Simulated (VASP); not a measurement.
# C61N2 (a cell with a defect) in VASP: relaxation of the atoms with PBE

Aim: the relaxation of the atoms of C61N2 (a cell with a defect) with PBE.

All numbers are computed with VASP 6.6.1; they aren't measurements. Logs are shortened: lines on timing, memory, paths and dates and some standing lists are left out, and cuts for length are marked.

## Step 1: The crystal as given

The cell holds a defect, 63 atoms: a = 7.144 Å, b = 7.144 Å, c = 7.144 Å, α = 90.00°, β = 90.00°, γ = 90.00°.

The cell was built by a generator and needn't be a form met in nature.

## Step 2: Relaxation of the atoms, PBE, collinear spin, ferromagnetic start

Contents of INCAR:

```
ALGO = Normal
EDIFF = 1E-5
EDIFFG = -0.01
ENCUT = 420
GGA = PE
IBRION = 2
ISIF = 2
ISMEAR = 0
ISPIN = 2
ISYM = 0
LASPH = T
LCHARG = F
LORBIT = 11
LREAL = Auto
LWAVE = F
MAGMOM = 0 0 0 0 0 0 0 0 0 0 0 0 0 0 0 0 0 0 0 0 0 0 0 0 0 0 0 0 0 0 0 0 0 0 0 0 0 0 0 0 0 0 0 0 0.5 0 0 0 0 0 0 0 0 0 0.5 0 0 0 0 0 0 0 0
NCORE = 4
NELECT = 255
NELM = 60
NSW = 40
NUPDOWN = 1
PREC = Accurate
SIGMA = 0.01
```

Contents of KPOINTS:

```
k-points
0
Gamma
  1 1 1
```

Contents of POSCAR:

```
C61N2
1.0
    7.1440000000      0.0000000000      0.0000000000
    0.0000000000      7.1440000000      0.0000000000
    0.0000000000      0.0000000000      7.1440000000
N C
2 61
Direct
    0.1250000000      0.1250000000      0.1250000000
    0.1250000000      0.8750000000      0.8750000000
    0.0000000000      0.2500000000      0.2500000000
    0.1250000000      0.3750000000      0.3750000000
    0.2500000000      0.0000000000      0.2500000000
    0.3750000000      0.1250000000      0.3750000000
    0.2500000000      0.2500000000      0.0000000000
    0.3750000000      0.3750000000      0.1250000000
    0.0000000000      0.0000000000      0.5000000000
    0.1250000000      0.1250000000      0.6250000000
    0.0000000000      0.2500000000      0.7500000000
    0.1250000000      0.3750000000      0.8750000000
    0.2500000000      0.0000000000      0.7500000000
    0.3750000000      0.1250000000      0.8750000000
    0.2500000000      0.2500000000      0.5000000000
    0.3750000000      0.3750000000      0.6250000000
    0.0000000000      0.5000000000      0.0000000000
    0.1250000000      0.6250000000      0.1250000000
    0.0000000000      0.7500000000      0.2500000000
    0.1250000000      0.8750000000      0.3750000000
    0.2500000000      0.5000000000      0.2500000000
    0.3750000000      0.6250000000      0.3750000000
    0.2500000000      0.7500000000      0.0000000000
    0.3750000000      0.8750000000      0.1250000000
    0.0000000000      0.5000000000      0.5000000000
    0.1250000000      0.6250000000      0.6250000000
    0.0000000000      0.7500000000      0.7500000000
    0.2500000000      0.5000000000      0.7500000000
    0.3750000000      0.6250000000      0.8750000000
    0.2500000000      0.7500000000      0.5000000000
    0.3750000000      0.8750000000      0.6250000000
    0.5000000000      0.0000000000      0.0000000000
    0.6250000000      0.1250000000      0.1250000000
    0.5000000000      0.2500000000      0.2500000000
    0.6250000000      0.3750000000      0.3750000000
    0.7500000000      0.0000000000      0.2500000000
    0.8750000000      0.1250000000      0.3750000000
    0.7500000000      0.2500000000      0.0000000000
    0.8750000000      0.3750000000      0.1250000000
    0.5000000000      0.0000000000      0.5000000000
    0.6250000000      0.1250000000      0.6250000000
    0.5000000000      0.2500000000      0.7500000000
    0.6250000000      0.3750000000      0.8750000000
    0.7500000000      0.0000000000      0.7500000000
    0.8750000000      0.1250000000      0.8750000000
    0.7500000000      0.2500000000      0.5000000000
    0.8750000000      0.3750000000      0.6250000000
    0.5000000000      0.5000000000      0.0000000000
    0.6250000000      0.6250000000      0.1250000000
    0.5000000000      0.7500000000      0.2500000000
    0.6250000000      0.8750000000      0.3750000000
    0.7500000000      0.5000000000      0.2500000000
    0.8750000000      0.6250000000      0.3750000000
    0.7500000000      0.7500000000      0.0000000000
    0.8750000000      0.8750000000      0.1250000000
    0.5000000000      0.5000000000      0.5000000000
    0.6250000000      0.6250000000      0.6250000000
    0.5000000000      0.7500000000      0.7500000000
    0.6250000000      0.8750000000      0.8750000000
    0.7500000000      0.5000000000      0.7500000000
    0.8750000000      0.6250000000      0.8750000000
    0.7500000000      0.7500000000      0.5000000000
    0.8750000000      0.8750000000      0.6250000000
```

Potentials or basis: VASP PAW PBE potentials, release 64 (N, C).

Command:

```console
cat potpaw_PBE.64/N/POTCAR potpaw_PBE.64/C/POTCAR > POTCAR
mpirun -np 8 vasp_gam > vasp.out
```

OUTCAR:

```text
EDIFF = 1E-5
   EDIFFG = -0.01
   ENCUT = 420
   GGA = PE
   IBRION = 2
   ISIF = 2
   ISMEAR = 0
   ISPIN = 2
   ISYM = 0
   LASPH = T
   LORBIT = 11
   LREAL = Auto
   NELECT = 255
   NELM = 60
   NSW = 40
   NUPDOWN = 1
   PREC = Accurate

 ion  position               nearest neighbor table
   1  0.125  0.125  0.125-   3 1.55   5 1.55   7 1.55
   2  0.125  0.875  0.875-  13 1.55  23 1.55  27 1.55
   3  0.000  0.250  0.250-   1 1.55   4 1.55  37 1.55  39 1.55
   4  0.125  0.375  0.375-   3 1.55  15 1.55  21 1.55  25 1.55
   5  0.250  0.000  0.250-   1 1.55   6 1.55  20 1.55  24 1.55
   6  0.375  0.125  0.375-   5 1.55  15 1.55  34 1.55  40 1.55
   7  0.250  0.250  0.000-   1 1.55   8 1.55  12 1.55  14 1.55
   8  0.375  0.375  0.125-   7 1.55  21 1.55  34 1.55  48 1.55
[... 41 lines left out ...]
  50  0.500  0.750  0.250-  22 1.55  24 1.55  49 1.55  51 1.55
  51  0.625  0.875  0.375-  36 1.55  40 1.55  50 1.55  62 1.55
  52  0.750  0.500  0.250-  35 1.55  39 1.55  49 1.55  53 1.55
  53  0.875  0.625  0.375-  19 1.55  25 1.55  52 1.55  62 1.55
  54  0.750  0.750  0.000-  49 1.55  55 1.55  59 1.55  61 1.55
  55  0.875  0.875  0.125-  19 1.55  36 1.55  54 1.55
  56  0.500  0.500  0.500-  16 1.55  22 1.55  35 1.55  57 1.55
  57  0.625  0.625  0.625-  56 1.55  58 1.55  60 1.55  62 1.55
  58  0.500  0.750  0.750-  29 1.55  31 1.55  57 1.55  59 1.55
  59  0.625  0.875  0.875-  32 1.55  44 1.55  54 1.55  58 1.55
  60  0.750  0.500  0.750-  43 1.55  47 1.55  57 1.55  61 1.55
  61  0.875  0.625  0.875-  17 1.55  27 1.55  54 1.55  60 1.55
  62  0.750  0.750  0.500-  51 1.55  53 1.55  57 1.55  63 1.55
  63  0.875  0.875  0.625-   9 1.55  27 1.55  44 1.55  62 1.55

IMPORTANT INFORMATION: All symmetrisations will be switched off!
NOSYMM: (Re-)initialisation of all symmetry stuff for point group C_1.

----------------------------------------------------------------------------------------

                                     Primitive cell

  volume of cell :     364.6064

  direct lattice vectors                    reciprocal lattice vectors
     7.144000000  0.000000000  0.000000000     0.139977604  0.000000000  0.000000000
     0.000000000  7.144000000  0.000000000     0.000000000  0.139977604  0.000000000
     0.000000000  0.000000000  7.144000000     0.000000000  0.000000000  0.139977604

  length of vectors
     7.144000000  7.144000000  7.144000000     0.139977604  0.139977604  0.139977604

  position of ions in fractional coordinates (direct lattice)
     0.125000000  0.125000000  0.125000000
     0.125000000  0.875000000  0.875000000
[... 232 lines left out ...]
  --------------------------------------------------------------------------------------
  -------------------------------------------------------------------------------------
  Total       12.4196400      8.6376004      8.6376038      0.0001273      3.8864972     -0.0000732
  in kB       54.5751896     37.9559051     37.9559200      0.0005594     17.0782986     -0.0003215
  external PRESSURE =      43.4956716 kB  Pullay stress =       0.0000000 kB
[... 272 lines left out ...]
  FREE ENERGIE OF THE ION-ELECTRON SYSTEM (eV)
  ---------------------------------------------------
  free  energy   TOTEN  =      -549.3306658456 eV

  energy  without entropy=     -549.3306658456  energy(sigma->0) =     -549.33066585

[... ionic steps 4 to 13 ...]

--------------------------------------- Ionic step       14  -------------------------------------------

 number of electron     255.0000112 magnetization       1.0000001

------------------------ aborting loop because EDIFF is reached ----------------------------------------
[... 189 lines left out ...]
--------------------------------------- Ionic step       16  -------------------------------------------

 number of electron     255.0000112 magnetization       1.0000001

 Free energy of the ion-electron system (eV)
  ---------------------------------------------------
  ext. energy  EPLUGINS =         0.00000000
  ---------------------------------------------------
  free energy    TOTEN  =      -549.55921473 eV

  energy without entropy =     -549.55921473  energy(sigma->0) =     -549.55921473

 E-fermi :  11.3362     XC(G=0): -13.1411

 val. band max:       11.6493728722   @ k =   0.0000   0.0000   0.0000
 cond. band min:      12.5091251718   @ k =   0.0000   0.0000   0.0000
 fundamental gap:      0.8597522996
 Fermi energy:        11.7777453666

 spin component 1

 k-point     1 :       0.0000    0.0000    0.0000
  band No.  band energies     occupation
      1     -12.2456      1.00000
      2     -10.7591      1.00000
      3     -10.4083      1.00000
      4      -9.8572      1.00000
      5      -9.8429      1.00000
      6      -9.6893      1.00000
[... 131 lines left out ...]
    138      14.3031      0.00000
    139      14.3304      0.00000
 Fermi energy:        11.3361673116

 spin component 2

 k-point     1 :       0.0000    0.0000    0.0000
  band No.  band energies     occupation
      1     -12.2354      1.00000
      2     -10.7551      1.00000
      3     -10.3987      1.00000
      4      -9.8476      1.00000
      5      -9.8336      1.00000
      6      -9.6624      1.00000
[... 131 lines left out ...]
    138      14.3129      0.00000
    139      14.3531      0.00000
 [bands above 139 left out]

------------------------ aborting loop because EDIFF is reached ----------------------------------------

  FORCE on cell =-STRESS in cart. coord.  units (eV):
  Direction    XX          YY          ZZ          XY          YZ          ZX
  --------------------------------------------------------------------------------------
  -------------------------------------------------------------------------------------
  Total       16.3282181     11.8854835     11.8854805     -0.0000001      5.2660832     -0.0000002
  in kB       71.7505175     52.2279641     52.2279510     -0.0000004     23.1405650     -0.0000009
  external PRESSURE =      58.7354776 kB  Pullay stress =       0.0000000 kB
[... 78 lines left out ...]
  FREE ENERGIE OF THE ION-ELECTRON SYSTEM (eV)
  ---------------------------------------------------
  free  energy   TOTEN  =      -549.5592147282 eV

  energy  without entropy=     -549.5592147282  energy(sigma->0) =     -549.55921473

 reached required accuracy - stopping structural energy minimisation

 total charge

# of ion       s       p       d       tot
------------------------------------------
    1        1.211   2.689   0.000   3.900
    2        1.211   2.689   0.000   3.900
    3        0.821   1.724   0.000   2.545
    4        0.829   1.766   0.000   2.595
    5        0.821   1.727   0.000   2.548
    6        0.831   1.771   0.000   2.602
[... 55 lines left out ...]
   62        0.825   1.750   0.000   2.575
   63        0.824   1.752   0.000   2.577
--------------------------------------------------
tot         52.844 112.565   0.000 165.409

 magnetization (x)

# of ion       s       p       d       tot
------------------------------------------
    1       -0.001   0.003   0.000   0.002
    2       -0.001   0.003   0.000   0.002
    3       -0.000  -0.001   0.000  -0.001
    4       -0.000  -0.000   0.000  -0.000
    5       -0.000   0.000   0.000   0.000
    6        0.000   0.003   0.000   0.003
[... 55 lines left out ...]
   62       -0.000  -0.001   0.000  -0.001
   63        0.001   0.004   0.000   0.004
--------------------------------------------------
tot          0.067   0.571   0.000   0.638
```

Run time: 2.9 min. Hardware: 8 MPI ranks of Intel Xeon Platinum 8488C (Sapphire Rapids), shared host; peak memory 0.15 GiB.

What came out:

| Property | Result |
| --- | --- |
| Free energy | -549.5592 eV |
| Energy gained by relaxing | 19.2 meV/atom |
| Ionic steps | 16 |
| Largest force after relaxing | 0.006 eV/Å |
| Net moment | 1.00 μB per cell |
| Site moments | N +0.00; C -0.00, +0.00, +0.01, -0.01, +0.02, +0.24 μB |
| Valence electrons inside the program's atomic spheres | N 3.90; C 2.54, 2.60, 2.55, 2.58, 2.57, 2.59, 2.61, 2.62 |

Forces on the atoms (eV/Å):
```
N    0.001 -0.001 -0.001
N    0.001  0.001  0.001
C    0.002  0.002  0.002
C   -0.004 -0.001 -0.001
C    0.002  0.001  0.003
C   -0.003 -0.004 -0.002
C    0.002  0.003  0.001
C   -0.003 -0.002 -0.004
C    0.001  0.000  0.000
C   -0.002 -0.002  0.000
C   -0.002  0.002 -0.002
C   -0.002  0.000  0.002
C    0.002 -0.001 -0.003
C    0.002 -0.001  0.001
C    0.003  0.003 -0.001
C    0.000  0.001 -0.001
C    0.001  0.000  0.000
C   -0.002  0.000 -0.002
C   -0.002 -0.002  0.002
C   -0.002  0.002  0.000
C    0.003 -0.001  0.003
C    0.000 -0.001  0.001
C    0.002 -0.003 -0.001
C    0.002  0.001 -0.001
C    0.001  0.000  0.000
C   -0.004  0.001  0.001
C    0.002 -0.002 -0.002
C    0.003  0.001 -0.003
C   -0.003  0.002  0.004
C    0.003 -0.003  0.001
C   -0.003  0.004  0.002
C   -0.001  0.000  0.000
C   -0.001 -0.002 -0.002
C   -0.001  0.002  0.002
C    0.000  0.000  0.000
C   -0.001 -0.006  0.001
C    0.001 -0.002  0.000
C   -0.001  0.001 -0.006
C    0.001  0.000 -0.002
C    0.003  0.000  0.000
C    0.000 -0.003  0.003
C    0.000  0.004 -0.004
C    0.000 -0.003  0.003
C   -0.001  0.006 -0.001
C    0.000 -0.001  0.001
C   -0.003  0.003  0.000
C    0.002 -0.001  0.001
C    0.003  0.000  0.000
C    0.000  0.003 -0.003
C    0.000 -0.004  0.004
C    0.000  0.003 -0.003
C   -0.003  0.000  0.003
C    0.002  0.001 -0.001
C   -0.001 -0.001  0.006
C    0.000  0.001 -0.001
C   -0.001  0.000  0.000
C    0.000  0.000  0.000
C   -0.001 -0.002 -0.002
C   -0.001  0.002  0.002
C   -0.003  0.000 -0.003
C    0.001  0.000  0.002
C   -0.003 -0.003  0.000
C    0.001  0.002  0.000
```

The path:
```tsv
step	energy change (eV)	largest force (eV/Å)	pressure (GPa)
1	0.0000	3.1697	4.35
2	-0.5650	2.9446	6.66
3	-0.9794	1.0984	5.27
4	-1.0208	1.0144	6.28
5	-1.1707	0.3135	5.74
6	-1.1916	0.3160	5.91
7	-1.2019	0.1298	5.84
8	-1.2052	0.1425	5.90
9	-1.2063	0.0634	5.88
10	-1.2074	0.0508	5.89
11	-1.2074	0.0363	5.89
12	-1.2078	0.0287	5.89
13	-1.2078	0.0287	5.89
14	-1.2080	0.0104	5.88
15	-1.2080	0.0118	5.88
16	-1.2080	0.0057	5.87
```

Final structure:
```
CELL_PARAMETERS angstrom
7.14400 0.00000 0.00000
0.00000 7.14400 0.00000
0.00000 0.00000 7.14400
ATOMIC_POSITIONS crystal
N 0.13723 0.13746 0.13746
N 0.13723 0.86254 0.86254
C 0.00547 0.24941 0.24941
C 0.12455 0.37653 0.37653
C 0.24919 0.00605 0.24913
C 0.37610 0.12505 0.37656
C 0.24919 0.24913 0.00605
C 0.37610 0.37656 0.12505
C 0.99975 0.00000 0.50000
C 0.12335 0.12251 0.62767
C 0.99760 0.24591 0.75409
C 0.12335 0.37233 0.87749
C 0.24919 0.99395 0.75087
C 0.37205 0.12218 0.87782
C 0.24973 0.24924 0.50192
C 0.37453 0.37419 0.62580
C 0.99975 0.50000 0.00000
C 0.12335 0.62767 0.12251
C 0.99760 0.75409 0.24591
C 0.12335 0.87749 0.37233
C 0.24973 0.50192 0.24924
C 0.37453 0.62580 0.37419
C 0.24919 0.75087 0.99395
C 0.37205 0.87782 0.12218
C 0.99972 0.50000 0.50000
C 0.12455 0.62347 0.62347
C 0.00547 0.75059 0.75059
C 0.24973 0.49808 0.75076
C 0.37610 0.62344 0.87495
C 0.24973 0.75076 0.49808
C 0.37610 0.87495 0.62344
C 0.50017 0.00000 0.00000
C 0.62542 0.12489 0.12489
C 0.50087 0.25022 0.25022
C 0.62573 0.37485 0.37485
C 0.75055 0.99805 0.24836
C 0.87682 0.12368 0.37295
C 0.75055 0.24836 0.99805
C 0.87682 0.37295 0.12368
C 0.49954 0.00000 0.50000
C 0.62355 0.12383 0.62378
C 0.49857 0.24919 0.75081
C 0.62355 0.37622 0.87617
C 0.75055 0.00195 0.75164
C 0.86274 0.13292 0.86708
C 0.75088 0.24972 0.49924
C 0.87560 0.37534 0.62466
C 0.49954 0.50000 0.00000
C 0.62355 0.62378 0.12383
C 0.49857 0.75081 0.24919
C 0.62355 0.87617 0.37622
C 0.75088 0.49924 0.24972
C 0.87560 0.62466 0.37534
C 0.75055 0.75164 0.00195
C 0.86274 0.86708 0.13292
C 0.50018 0.50000 0.50000
C 0.62573 0.62515 0.62515
C 0.50087 0.74978 0.74978
C 0.62542 0.87511 0.87511
C 0.75088 0.50076 0.75028
C 0.87682 0.62705 0.87632
C 0.75088 0.75028 0.50076
C 0.87682 0.87632 0.62705
```

Caveat: the cell carries a net charge on a neutralising background, which shifts energy and pressure; the cell is charged against a uniform background, so pressure and absolute levels hang on convention; the cutoff is under 1.25 times the usual one of these potentials, so pressure, stress and relaxed cells hold a basis-set (Pulay) error; the total moment is fixed, so each spin has its own Fermi level.
